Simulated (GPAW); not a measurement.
The system is WS2, a slab with vacuum.

```xyz
6
Lattice="3.1832 0.0000 0.0000 -1.5916 2.7567 0.0000 0.0000 0.0000 23.6688" Properties=species:S:1:pos:R:3 pbc="T T T"
W     1.5916    0.9189    8.5842
W     0.0000    1.8378   15.0845
S     1.5916    0.9189   16.6435
S     0.0000    1.8378   10.1434
S     1.5916    0.9189   13.5253
S     0.0000    1.8378    7.0253
```

Base run:

| Property | Result |
| --- | --- |
| Program | GPAW 26.7.0 |
| Functional | PBEsol |
| Potentials or basis | PAW data sets generated in the run's folder for this functional |
| Cutoff | 600 eV |
| Basis | pw |
| k mesh | 7 × 7 × 2 |
| Occupations | fermi-dirac, width 0.05 eV |
| Spin | no spin polarisation |

Its results: band gap on the k mesh 1.63 eV, indirect (least direct gap 2.40 eV); largest force 0.111 eV/Å.

Q: The run is repeated on the same cell with these changes: k mesh from 7 × 7 × 2 to 6 × 6 × 1; band points from 80 to 61. What comes out?

A: Band gap on the k mesh 1.44 eV, indirect (least direct gap 1.75 eV); largest force 0.104 eV/Å.

Caveats: spin-orbit coupling is left out, which moves the levels of the heavy elements.

Not every run made on this cell is shown here.
